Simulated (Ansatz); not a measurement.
**Sb (diamond type): how the settings move a single-point run**

Aim: see which settings change the result for Sb (diamond type), by how much, and at what cost.

Program: Ansatz 0.2.0. Level of theory: reference: DFT, PBE, all-electron LAPW, scalar-relativistic. These are calculated values, not measurements.

1 further run of the same task is left out (set aside as unsound or not needed).

**1. Starting point**

It takes space group Fd-3m (No. 227, cubic). The conventional cell has a = 6.989 Å, b = 6.989 Å, c = 6.989 Å, α = 90.00°, β = 90.00°, γ = 90.00°. Sb (site symmetry -43m) is surrounded by 4 Sb at 3.03 Å.

Structure file:

```cif
data_structure
_symmetry_space_group_name_H-M 'Fd-3m:1'
_symmetry_Int_Tables_number 227
_cell_length_a 6.9891
_cell_length_b 6.9891
_cell_length_c 6.9891
_cell_angle_alpha 90.000
_cell_angle_beta 90.000
_cell_angle_gamma 90.000
_cell_volume 341.39
loop_
_atom_site_label
_atom_site_type_symbol
_atom_site_symmetry_multiplicity
_atom_site_Wyckoff_symbol
_atom_site_fract_x
_atom_site_fract_y
_atom_site_fract_z
_atom_site_occupancy
Sb1 Sb 8 b 0.00000 0.00000 0.50000 1
```

**2. The reference run**

input.yaml

```yaml
crystal:
  lattice:
    - [0.0, 3.4945307669, 3.4945307669]
    - [3.4945307669, 0.0, 3.4945307669]
    - [3.4945307669, 3.4945307669, 0.0]
  atoms:
    - { symbol: Sb, position: [0.0, 0.0, 0.0] }
    - { symbol: Sb, position: [0.25, 0.25, 0.25] }
kpoints:
  mp_grid: { grid: [10, 10, 10] }
scf:
  occupations: { method: fermi_dirac, width: 0.05 }
hamiltonian:
  xc: pbe
  pseudopotentials:
    kind: all_electron
    lapw: { basis_error: 0.001 }
    dirac_shells: { Sb: ["3p", "3d"] }
output:
  forces: true
  stress: true
  eigenvalues: true
```

Started as:

```bash
ansatz run input.yaml --threads 1 --pin off --max-ram 2048MiB --backend cpu --events-out ev --progress --plain --runs-dir out
```

**3. Changed: mp_grid.grid [7, 7, 7]**

input.yaml, as its differences from that of step 2:

```diff
@@ -9,3 +9,3 @@
 kpoints:
-  mp_grid: { grid: [10, 10, 10] }
+  mp_grid: { grid: [7, 7, 7] }
 scf:
```

What does the calculation give? Wanted: for each run, ending; energy change; pressure; gap; force.

As calculated:

| run | ending | energy change | pressure (GPa) | gap (eV) | force (eV/Å) | cycles | time |
| --- | --- | --- | --- | --- | --- | --- | --- |
| reference | converged | 0 | 0.0 | 0.00 | 0.00 | 7 | 13 s |
| 1: mp_grid.grid [7, 7, 7] | converged | +7.9 meV/atom | 0.2 | 0.00 | 0.00 | 7 | 6.2 s |

Residual by cycle in the longest SCF loop of each run; runs are numbered as in the table. The quantity is the density residual dr2, in eV.

| cycle | reference | run 1 |
| --- | --- | --- |
| 1 | 0.13 | 0.135 |
| 2 | 0.00355 | 0.0049 |
| 3 | 6.0e-4 | 8.8e-4 |
| 4 | 2.8e-4 | 3.8e-4 |
| 5 | 2.2e-5 | 3.9e-5 |
| 6 | 4.1e-7 | 8.0e-7 |
| 7 | 5.3e-9 | 8.5e-9 |

What this shows: Changing the k-point mesh moves the energy by +7.9 meV/atom. Sampling errors of the energy have no fixed sign. Cost: 6.2 s against 13 s. Semilocal functionals close small gaps, so the missing gap need not be the real solid's.
